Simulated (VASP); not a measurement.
# VSi2 (P1) in VASP: reference runs

Reference runs on VSi2: the cell as given.

All numbers are computed with VASP 6.6.1; they aren't measurements. Logs are shortened: lines on timing, memory, paths and dates and some standing lists are left out, and cuts for length are marked.

**1. The undisturbed crystal**

The typed cell holds 9 atoms: a = 4.573 Å, b = 4.573 Å, c = 6.374 Å, α = 90.00°, β = 90.00°, γ = 120.00°.

**2. Single point, PBE, collinear spin, ferromagnetic start (atom 6 moved 0.06 Å)**

INCAR

```
PREC = Accurate ; ENCUT = 520
EDIFF = 1E-7 ; ISMEAR = -1
SIGMA = 0.05 ; LREAL = F
LASPH = T ; NELM = 150
ALGO = Normal ; ISIF = 2
LWAVE = F ; LCHARG = T
ISPIN = 2 ; MAGMOM = 2 2 2 0 0 0 0 0 0
LORBIT = 11 ; LMAXMIX = 4
GGA = PE ; LELF = T
LVHAR = T ; NBANDS = 46
```

KPOINTS

```
Automatic mesh
0
Gamma
  7 7 4
```

POSCAR

```
VSi2
1.0
    4.5726009700      0.0000000000      0.0000000000
   -2.2863004800      3.9599886000      0.0000000000
    0.0000000000      0.0000000000      6.3744000000
V Si
3 6
Direct
    0.4985753000      0.9985118200      0.9999731500
    0.4985753000      0.4985118200      0.6666398200
    0.9985753000      0.4985118200      0.3333064900
    0.1611753000      0.3237118200      0.9999731500
    0.8359753000      0.1611118200      0.6666398200
    0.6861975900      0.8493054700      0.3335481100
    0.8359753000      0.6733118200      0.9999731500
    0.1611753000      0.8359118200      0.6666398200
    0.3237753000      0.1611118200      0.3333064900
```

Potentials or basis: VASP PAW PBE potentials, release 64 (V_sv, Si).

Run with:

```sh
cat potpaw_PBE.64/V_sv/POTCAR potpaw_PBE.64/Si/POTCAR > POTCAR
mpirun -np 1 vasp_std > vasp.out
```

OUTCAR:

```text
PREC = Accurate
   ENCUT = 520
   EDIFF = 1E-7
   ISMEAR = -1
   LREAL = F
   LASPH = T
   NELM = 150
   ISIF = 2
   ISPIN = 2
   LORBIT = 11
   GGA = PE

 ion  position               nearest neighbor table
   1  0.499  0.999  1.000-   5 2.51   8 2.51   9 2.51   6 2.51   7 2.62   4 2.62   4 2.62   7 2.62
                             4 2.67   7 2.67
   2  0.499  0.499  0.667-   9 2.51   4 2.51   7 2.51   6 2.54   8 2.62   5 2.62   5 2.62   8 2.62
                             5 2.67   8 2.67
   3  0.999  0.499  0.333-   5 2.51   8 2.51   4 2.51   7 2.51   6 2.57   9 2.62   9 2.62   6 2.63
                             9 2.67   6 2.72
   4  0.161  0.324  1.000-   5 2.48   9 2.48   2 2.51   3 2.51   7 2.58   1 2.62   1 2.62   1 2.67
                             7 2.67   7 2.67   6 3.04   8 3.08
   5  0.836  0.161  0.667-   6 2.46   4 2.48   3 2.51   1 2.51   8 2.58   2 2.62   2 2.62   2 2.67
                             8 2.67   8 2.67   7 3.08   9 3.08
   6  0.686  0.849  0.334-   5 2.46   7 2.49   1 2.51   9 2.53   2 2.54   3 2.57   3 2.63   9 2.67
                             3 2.72   9 2.73   4 3.04   8 3.06
   7  0.836  0.673  1.000-   8 2.48   6 2.49   2 2.51   3 2.51   4 2.58   1 2.62   1 2.62   1 2.67
                             4 2.67   4 2.67   5 3.08   9 3.08
   8  0.161  0.836  0.667-   9 2.48   7 2.48   3 2.51   1 2.51   5 2.58   2 2.62   2 2.62   2 2.67
                             5 2.67   5 2.67   6 3.06   4 3.08
   9  0.324  0.161  0.333-   8 2.48   4 2.48   2 2.51   1 2.51   6 2.53   3 2.62   3 2.62   3 2.67
                             6 2.67   6 2.73   5 3.08   7 3.08

  LATTYP: Found a hexagonal cell.
 ALAT       =     4.5726009700
 C/A-ratio  =     1.3940424808

  Lattice vectors:

 A1 = (   4.5726009700,   0.0000000000,   0.0000000000)
 A2 = (  -2.2863004800,   3.9599886000,   0.0000000000)
 A3 = (   0.0000000000,   0.0000000000,   6.3744000000)

Analysis of symmetry for initial positions (statically):
=====================================================================
 Subroutine PRICEL returns:
 Original cell was already a primitive cell.

 Routine SETGRP: Setting up the symmetry group for a
 hexagonal supercell.

 Subroutine GETGRP returns: Found  1 space group operations
 (whereof  1 operations were pure point group operations)
 out of a pool of 24 trial point group operations.

The static configuration has the point symmetry C_1 .

Analysis of symmetry for dynamics (positions and initial velocities):
=====================================================================
 Subroutine PRICEL returns:
 Original cell was already a primitive cell.

 Routine SETGRP: Setting up the symmetry group for a
 hexagonal supercell.

 Subroutine GETGRP returns: Found  1 space group operations
 (whereof  1 operations were pure point group operations)
 out of a pool of 24 trial point group operations.

The dynamic configuration has the point symmetry C_1 .

Analysis of structural, dynamic, and magnetic symmetry:
=====================================================================
 Subroutine PRICEL returns:
 Original cell was already a primitive cell.

 Routine SETGRP: Setting up the symmetry group for a
 hexagonal supercell.

 Subroutine GETGRP returns: Found  1 space group operations
 (whereof  1 operations were pure point group operations)
 out of a pool of 24 trial point group operations.

The overall configuration has the point symmetry C_1 .

 Subroutine INISYM returns: Found  1 space group operations
 (whereof  1 operations are pure point group operations),
 and found     1 'primitive' translations

----------------------------------------------------------------------------------------

                                     Primitive cell

  volume of cell :     115.4241

  direct lattice vectors                    reciprocal lattice vectors
     4.572600970  0.000000000  0.000000000     0.218693913  0.126262989  0.000000000
    -2.286300480  3.959988600  0.000000000     0.000000000  0.252525979  0.000000000
     0.000000000  0.000000000  6.374400000     0.000000000  0.000000000  0.156877510

  length of vectors
     4.572600970  4.572600966  6.374400000     0.252525979  0.252525979  0.156877510

  position of ions in fractional coordinates (direct lattice)
     0.498575300  0.998511820  0.999973150
     0.498575300  0.498511820  0.666639820
     0.998575300  0.498511820  0.333306490
     0.161175300  0.323711820  0.999973150
     0.835975300  0.161111820  0.666639820
     0.686197590  0.849305470  0.333548110
     0.835975300  0.673311820  0.999973150
     0.161175300  0.835911820  0.666639820
     0.323775300  0.161111820  0.333306490

  ion indices of the primitive-cell ions
   primitive index   ion index
                 1           1
                 2           2
                 3           3
                 4           4
                 5           5
                 6           6
                 7           7
                 8           8
                 9           9

----------------------------------------------------------------------------------------

 KPOINTS: Automatic mesh

Automatic generation of k-mesh.
 Grid dimensions read from file:
 generate k-points for:    7    7    4

 Generating k-lattice:

  Cartesian coordinates                     Fractional coordinates (reciprocal lattice)
     0.031241988  0.018037570  0.000000000     0.142857143  0.000000000  0.000000000
     0.000000000  0.036075140  0.000000000     0.000000000  0.142857143  0.000000000
     0.000000000  0.000000000  0.039219378     0.000000000  0.000000000  0.250000000

  Length of vectors
     0.036075140  0.036075140  0.039219378

  Shift w.r.t. Gamma in fractional coordinates (k-lattice)
     0.000000000  0.000000000  0.000000000

 Subroutine IBZKPT returns following result:
 ===========================================

 Found     99 irreducible k-points:

 Following reciprocal coordinates:
            Coordinates               Weight
  0.000000  0.000000  0.000000      1.000000
  0.142857  0.000000  0.000000      2.000000
  0.000000  0.142857  0.000000      2.000000
 -0.142857  0.142857  0.000000      2.000000
  0.285714  0.000000  0.000000      2.000000
  0.000000  0.285714  0.000000      2.000000
[... 16 lines left out ...]
  0.285714  0.285714  0.000000      2.000000
 -0.285714 -0.428571  0.000000      2.000000
 [... further k-points ...]
   k-points           NKPTS =     99   k-points in BZ     NKDIM =     99   number of bands    NBANDS=     46
   number of dos      NEDOS =    301   number of ions     NIONS =      9
   total plane-waves  NPLWV =  62208
   dimension x,y,z NGX =    36 NGY =   36 NGZ =   48
   dimension x,y,z NGXF=    72 NGYF=   72 NGZF=   96
   ions per type =               3   6
   NGX,Y,Z   is equivalent  to a cutoff of  13.09, 13.09, 12.52 a.u.
   NGXF,Y,Z  is equivalent  to a cutoff of  26.18, 26.18, 25.04 a.u.
 SYSTEM =  unknown system
   PREC   = accura    normal or accurate (medium, high low for compatibility)
   ISTART =      0    job   : 0-new  1-cont  2-samecut
   ICHARG =      2    charge: 1-file 2-atom 10-const
   ISPIN  =      2    spin polarized calculation?
   LNONCOLLINEAR =      F non collinear calculations
   LSORBIT =      F    spin-orbit coupling
   LASPH  =      T    aspherical Exc in radial PAW
   ENCUT  =  520.0 eV  38.22 Ry    6.18 a.u.   8.50  8.50 11.85*2*pi/ulx,y,z
   NELM   =    150;   NELMIN=  2; NELMDL= -5     # of ELM steps
   EDIFF  = 0.1E-06   stopping-criterion for ELM
   LREAL  =      F    real-space projection
   EDIFFG = 0.1E-05   stopping-criterion for IOM
   NSW    =      0    number of steps for IOM
   IBRION =     -1    ionic relax: 0-MD 1-quasi-New 2-CG
   NFREE  =      0    steps in history (QN), initial steepest desc. (CG)
   ISIF   =      2    stress and relaxation
   ISYM   =      2    0-nonsym 1-usesym 2-fastsym
   POTIM  = 0.5000    time-step for ionic-motion
   TEBEG  =    0.0;   TEEND  =   0.0 temperature during run
   PSTRESS=    0.0 pullay stress
   NELECT =      63.0000    total number of electrons
   NUPDOWN=      -1.0000    fix difference up-down
   EMIN   =  10.00;   EMAX   =-10.00  energy-range for DOS
   EFERMI =   0.00;   METHOD = LEGACY
   ISMEAR =    -1;   SIGMA  =   0.05  broadening in eV -4-tet -1-fermi 0-gaus
   EFERMI_NEDOS =   21; number of points for ismear=-14 and -15
   IALGO  =     38    algorithm
   IMIX   =      4    mixing-type and parameters
     AMIX     =   0.40;   BMIX     =  1.00
     AMIX_MAG =   1.60;   BMIX_MAG =  1.00
  volume/ion in A,a.u.               =      12.82        86.55
  Fermi-wavevector in a.u.,A,eV,Ry     =   1.337897  2.528260 24.354015  1.789970
  Thomas-Fermi vector in A             =   2.466410
   LORBIT       =     11    0 simple, 1 ext, 2 COOP (PROOUT), +10 PAW based schemes
   GGA     = PE    functional components
   LHFCALC =     F    Hartree Fock is set to
   AEXX    =    0.0000 exact exchange contribution
   IVDW    =     0    specifies the selected vdW correction
   LEPSILON=     F    determine dielectric tensor
   LRPA    =     F    only Hartree local field effects (RPA)
 spin polarized calculation
  energy-cutoff  :      520.00
  volume of cell :      115.42
 maximum number of plane-waves:      3138
 NGX is ok and might be reduce to    36
   NGX = 17   NGY = 17   NGZ = 23

 number of electron      63.0000010 magnetization       0.0017375

 Free energy of the ion-electron system (eV)
  ---------------------------------------------------
  ext. energy  EPLUGINS =         0.00000000
  ---------------------------------------------------
  free energy    TOTEN  =       -63.89066775 eV

  energy without entropy =      -63.84589033  energy(sigma->0) =      -63.86827904

 E-fermi :  11.1605     XC(G=0): -12.1650

 val. band max:       11.1453254937   @ k =   0.2857   0.2857   0.2500
 cond. band min:      11.1731806140   @ k =   0.2857   0.2857   0.5000
 fundamental gap:      0.0278551203
 Fermi energy:        11.1604936913

 spin component 1

 k-point     1 :       0.0000    0.0000    0.0000
  band No.  band energies     occupation
      1     -52.8076      1.00000
      2     -52.7933      1.00000
      3     -52.7874      1.00000
      4     -26.7645      1.00000
      5     -26.7567      1.00000
      6     -26.7434      1.00000
[... 1093 lines left out ...]
     42      14.6401      0.00000
     43      14.8198      0.00000

 [... further k-points ...]

 spin component 2

 k-point     1 :       0.0000    0.0000    0.0000
  band No.  band energies     occupation
      1     -52.8070      1.00000
      2     -52.7928      1.00000
      3     -52.7869      1.00000
      4     -26.7639      1.00000
      5     -26.7562      1.00000
      6     -26.7429      1.00000
[... 1093 lines left out ...]
     42      14.6403      0.00000
     43      14.8201      0.00000

 [... further k-points ...]

 [bands above 43 left out]

------------------------ aborting loop because EDIFF is reached ----------------------------------------

  FORCE on cell =-STRESS in cart. coord.  units (eV):
  Direction    XX          YY          ZZ          XY          YZ          ZX
  --------------------------------------------------------------------------------------
  -------------------------------------------------------------------------------------
  Total       -0.4237743     -0.5791200     -0.2597528      0.1313409      0.1608909      0.0037878
  in kB       -5.8823199     -8.0386400     -3.6055727      1.8231145      2.2332915      0.0525783
  external PRESSURE =      -5.8421775 kB  Pullay stress =       0.0000000 kB

 VOLUME and BASIS-vectors are now :
 -----------------------------------------------------------------------------
  energy-cutoff  :      520.00
  volume of cell :      115.42
      direct lattice vectors                 reciprocal lattice vectors
     4.572600970  0.000000000  0.000000000     0.218693913  0.126262989  0.000000000
    -2.286300480  3.959988600  0.000000000     0.000000000  0.252525979  0.000000000
     0.000000000  0.000000000  6.374400000     0.000000000  0.000000000  0.156877510

 POSITION                                       TOTAL-FORCE (eV/Angst)
 -----------------------------------------------------------------------------------
     -0.00311      3.95410      6.37423         0.015473      0.032049     -0.002973
      1.14004      1.97410      4.24943         0.015220      0.079223     -0.088834
      3.42634      1.97410      2.12463         0.060827      0.164718      0.019537
     -0.00311      1.28190      6.37423         0.020976      0.080247     -0.014652
      3.45423      0.63800      4.24943        -0.055116      0.076063      0.107112
      1.19594      3.36324      2.12617        -0.254157     -0.519335     -0.022703
      2.28319      2.66631      6.37423        -0.020178     -0.065749     -0.010674
     -1.17416      3.31020      4.24943         0.058796     -0.022919      0.017738
      1.11215      0.63800      2.12463         0.158158      0.175703     -0.004553
 -----------------------------------------------------------------------------------
    total drift:                                0.000157      0.000304      0.000006

  FREE ENERGIE OF THE ION-ELECTRON SYSTEM (eV)
  ---------------------------------------------------
  free  energy   TOTEN  =       -63.8906677507 eV

  energy  without entropy=      -63.8458903323  energy(sigma->0) =      -63.86827904

 total charge

# of ion       s       p       d       tot
------------------------------------------
    1        2.232   6.226   3.226  11.683
    2        2.231   6.225   3.221  11.677
    3        2.232   6.226   3.226  11.684
    4        0.753   0.885   0.000   1.637
    5        0.752   0.887   0.000   1.639
    6        0.753   0.886   0.000   1.639
    7        0.753   0.884   0.000   1.637
    8        0.752   0.885   0.000   1.637
    9        0.753   0.887   0.000   1.639
--------------------------------------------------
tot         11.209  23.991   9.673  44.873

 magnetization (x)

# of ion       s       p       d       tot
------------------------------------------
    1        0.000   0.000   0.000   0.000
    2        0.000   0.000   0.000   0.000
    3        0.000   0.000   0.000   0.000
    4       -0.000  -0.000   0.000  -0.000
    5       -0.000  -0.000   0.000  -0.000
    6       -0.000  -0.000   0.000  -0.000
    7       -0.000  -0.000   0.000  -0.000
    8       -0.000  -0.000   0.000  -0.000
    9       -0.000  -0.000   0.000  -0.000
--------------------------------------------------
tot         -0.000  -0.000   0.001   0.001
```

Run time: 19 min. Hardware: 1 thread of Intel Xeon Platinum 8375C at 2.90GHz (Ice Lake), shared host; peak memory 0.77 GiB.

What came out:

- Free energy: -63.8907 eV
- Pressure: -0.6 GPa
- Largest force: 0.579 eV/Å
- Band gap on the k mesh: none (metal or under the smearing width)
- Net moment: 0.00 μB per cell
- Valence electrons inside the program's atomic spheres: V 11.68; Si 1.64

Forces in eV/Å, atoms in the order of the input:
```
V    0.015  0.032 -0.003
V    0.015  0.079 -0.089
V    0.061  0.165  0.020
Si   0.021  0.080 -0.015
Si  -0.055  0.076  0.107
Si  -0.254 -0.519 -0.023
Si  -0.020 -0.066 -0.011
Si   0.059 -0.023  0.018
Si   0.158  0.176 -0.005
```

Levels at points of the mesh, in eV from the Fermi level:
Spin up:
```csv
k point,band 30,band 31,band 32,band 33,band 34,band 35
"(0.00, 0.00, 0.00)",-1.75,-1.74,-1.63,0.39,2.07,2.41
"(0.00, 0.00, 0.50)",-1.79,-1.51,0.55,0.57,2.05,2.43
```
Spin down:
```csv
k point,band 30,band 31,band 32,band 33,band 34,band 35
"(0.00, 0.00, 0.00)",-1.75,-1.74,-1.63,0.39,2.07,2.41
"(0.00, 0.00, 0.50)",-1.79,-1.51,0.55,0.57,2.05,2.43
```
